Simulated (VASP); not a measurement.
Pb: single point with PBEsol

The system is Pb.

```
Pb
1.0
     3.48000    0.00000    0.00000
    -1.74000    3.01377    0.00000
     0.00000    0.00000    5.59000
Pb
2
Direct
  0.66667 0.33333 0.75000
  0.33333 0.66667 0.25000
```

This isn't the form of Pb at room conditions, which is fcc.

- Program: VASP 6.6.1
- Task: single point
- Functional: PBEsol
- Potentials or basis: VASP PAW PBE potentials, release 64 (Pb_d)
- Cutoff: 900 eV
- k mesh: 21 × 21 × 12
- Occupations: fermi-dirac, width 0.1 eV
- Spin: no spin polarisation

The pressure is 1.0 GPa. The band gap on the k mesh is none (metal or under the smearing width).

Stress tensor (GPa, compression positive):
```
0.52 0.00 0.00
0.00 0.52 0.00
0.00 0.00 2.06
```

Levels at points of the mesh, in eV from the Fermi level:
| k point | band 11 | band 12 | band 13 | band 14 | band 15 | band 16 | band 17 | band 18 |
| --- | --- | --- | --- | --- | --- | --- | --- | --- |
| (0.00, 0.00, 0.00) | -11.96 | -7.98 | -4.30 | 5.60 | 5.60 | 7.51 | 7.51 | 8.18 |
| (0.00, 0.00, 0.50) | -10.68 | -10.68 | 1.04 | 1.04 | 6.51 | 6.51 | 6.51 | 6.51 |

Run time: 3.7 min on 1 thread of Intel(R) Xeon(R) 6975P-C (Granite Rapids), on a shared host, peak memory 0.76 GiB.

Caveat: the PAW data sets were made with another functional, which shifts forces and pressure a little. The run has no spin-orbit coupling, so splittings on Pb are missing.
